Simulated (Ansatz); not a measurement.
**Ru (Ruthenium): how the settings move a single-point run**

How sensitive is a single-point run of Ru (Ruthenium) to its settings? A reference run comes first, then one run with altered input.

Method: reference: DFT, PBE, norm-conserving pseudopotentials, Ansatz's default files, scalar-relativistic, in Ansatz 0.2.0.

2 further runs of the same task are left out: 2 that didn't finish. Runs told in other sessions of the task aren't counted.

## (1) The starting structure

It takes space group C2/m (No. 12, monoclinic). Conventional cell: a = 4.687 Å, b = 2.706 Å, c = 4.282 Å, α = 90.00°, β = 90.00°, γ = 90.00°. Ru (site symmetry m) has 1 Ru at 1.70 Å in its first shell of neighbours.

Coordinates:

```
Ru
1.0
     2.70580    0.00000    0.00000
    -1.35290    2.34329    0.00000
     0.00000    0.00000    4.28190
Ru
2
Direct
  0.21333 0.60667 0.16000
  0.78667 0.39333 0.84000
```

## (2) Baseline

Input file input.yaml:

```yaml
crystal:
  lattice:
    - [2.7058, 0.0, 0.0]
    - [-1.3529, 2.3432915376, 0.0]
    - [0.0, 0.0, 4.2819]
  atoms:
    - { symbol: Ru, position: [0.2133333333, 0.6066666667, 0.16] }
    - { symbol: Ru, position: [0.7866666667, 0.3933333333, 0.84] }
kpoints:
  mp_grid: { grid: [13, 13, 7] }
scf:
  occupations: { method: fermi_dirac, width: 0.05 }
hamiltonian:
  xc: pbe
  pseudopotentials: { kind: nc }
output:
  forces: true
  stress: true
  eigenvalues: true
  populations: true
```

Started as:

```bash
$ ansatz run input.yaml --threads 1 --pin off --max-ram 2048MiB --backend cpu --events-out ev --progress --plain --runs-dir out
```

## (3) Variant: mp_grid.shift [0.5, 0.5, 0.5]

input.yaml: that of step 2 with these lines changed.

```diff
@@ -9,3 +9,3 @@
 kpoints:
-  mp_grid: { grid: [13, 13, 7] }
+  mp_grid: { grid: [13, 13, 7], shift: [0.5, 0.5, 0.5] }
 scf:
```

Q: Predict the outcome of this session. Wanted: for each run, ending; energy change; pressure; gap; force.

**Answer**, as computed:

| run | ending | energy change | pressure (GPa) | gap (eV) | force (eV/Å) | cycles | time |
| --- | --- | --- | --- | --- | --- | --- | --- |
| reference | converged | 0 | 190.1 | 0.00 | 39.04 | 8 | 62 s |
| 1: mp_grid.shift [0.5, 0.5, 0.5] | converged | +4.1 meV/atom | 190.2 | 0.00 | 39.11 | 8 | 1.9 min |

Residual by cycle in the longest SCF loop of each run; runs are numbered as in the table. The quantity is the density residual dr2, in eV.

| cycle | reference | run 1 |
| --- | --- | --- |
| 1 | 2.34 | 2.37 |
| 2 | 0.75 | 0.755 |
| 3 | 0.0784 | 0.0774 |
| 4 | 0.00435 | 0.00448 |
| 5 | 2.0e-4 | 2.2e-4 |
| 6 | 2.3e-6 | 2.4e-6 |
| 7 | 5.9e-8 | 5.5e-8 |
| 8 | 3.7e-9 | 3.5e-9 |

What this shows: Changing the k-point mesh moves the energy by +4.1 meV/atom, and the largest force goes from 39.04 to 39.11 eV/Å. Sampling errors of the energy have no fixed sign. Cost: 1.9 min against 62 s. The structure is not at rest: the sound run finds 190 GPa, so these are no properties of the relaxed crystal. 
